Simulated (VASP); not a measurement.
A run of VASP 6.6.1:

The input INCAR:

```
ALGO = Fast
EDIFF = 1E-6
ENCUT = 520
GGA = PS
ISIF = 2
ISMEAR = 0
LASPH = T
LCHARG = F
LREAL = F
LWAVE = F
NBANDS = 17
NELM = 100
PREC = Accurate
SIGMA = 0.02
```

File KPOINTS:

```
k-points
0
Gamma
  12 12 12
```

Contents of POSCAR:

```
PbS
1.0
    2.0869539336      1.2049034153      3.4084415394
   -2.0869539336      1.2049034153      3.4084415394
    0.0000000000     -2.4098068307      3.4084415394
Pb S
1 1
Direct
    0.9780011626      0.9780011626      0.9780011626
    0.4776001674      0.4776001674      0.4776001674
```

Potentials or basis: VASP PAW PBE potentials, release 64 (Pb_d, S).

Command:

```bash
$ cat potpaw_PBE.64/Pb_d/POTCAR potpaw_PBE.64/S/POTCAR > POTCAR
$ mpirun -np 1 vasp_std > vasp.out
```

Hardware: 1 thread of Intel(R) Xeon(R) 6975P-C (Granite Rapids), with other jobs on the host.

Q: How long does it take, and how much memory?

A: It took 66 s on 1 thread of Intel(R) Xeon(R) 6975P-C (Granite Rapids), with other jobs on the host, peak memory 0.29 GiB. Counts: scf iterations 14, k points 189.
